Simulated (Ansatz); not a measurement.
**Two Ansatz runs on ZrSe2**

The structure comes from a relaxation in the same program, started in the CdI2 type. Whether it is a known phase or the ground state wasn't checked. The listed cell was then made from it by scaling, straining or moving an atom.

First run: DFT, PBE, all-electron PAW with datasets made for the crystal, scalar-relativistic (Ansatz 0.2.0).

Command: `ansatz run input.yaml --threads 1 --pin off --max-ram 4096MiB --backend cpu --events-out ev --progress --plain --runs-dir out` The run took 87 s on 1 thread of Intel(R) Xeon(R) Processor @ 2.50GHz (Skylake/Cascade Lake) (shared host), peak memory 0.84 GiB.

```yaml
crystal:
  lattice:
    - [3.7203328708, 0.0, 0.0]
    - [-1.8601664354, 3.2219027766, 0.0]
    - [0.0, 0.0, 6.6552720953]
  atoms:
    - { symbol: Zr, position: [0.0, 0.0, 0.0] }
    - { symbol: Se, position: [0.3333333333, 0.6666666667, 0.2331909593] }
    - { symbol: Se, position: [0.6666666667, 0.3333333333, 0.7668090407] }
kpoints:
  mp_grid: { grid: [11, 11, 6] }
scf:
  occupations: { method: fermi_dirac, width: 0.08 }
hamiltonian:
  xc: pbe
  pseudopotentials: { kind: all_electron, datasets: crystal }
output:
  forces: true
  stress: true
  eigenvalues: true
  efg: { contact_densities: true }
```

Result: converged; pressure 4.89 GPa; largest force 0.712 eV/Å; gap on the k mesh 0.32 eV (the mesh can miss the band edges); 13 SCF iterations.

The input is then changed:

```diff
@@ -8,4 +8,5 @@
     - { symbol: Se, position: [0.3333333333, 0.6666666667, 0.2331909593] }
     - { symbol: Se, position: [0.6666666667, 0.3333333333, 0.7668090407] }
+  symmetry: { detect: false }
 kpoints:
   mp_grid: { grid: [11, 11, 6] }
@@ -13,5 +14,5 @@
   occupations: { method: fermi_dirac, width: 0.08 }
 hamiltonian:
-  xc: pbe
+  xc: lda
   pseudopotentials: { kind: all_electron, datasets: crystal }
 output:
```

(1) What does the second run give?

Results:

(1) It converged; pressure -0.07 GPa; largest force 0.252 eV/Å; gap on the k mesh 0.24 eV (the mesh can miss the band edges); 12 SCF iterations.
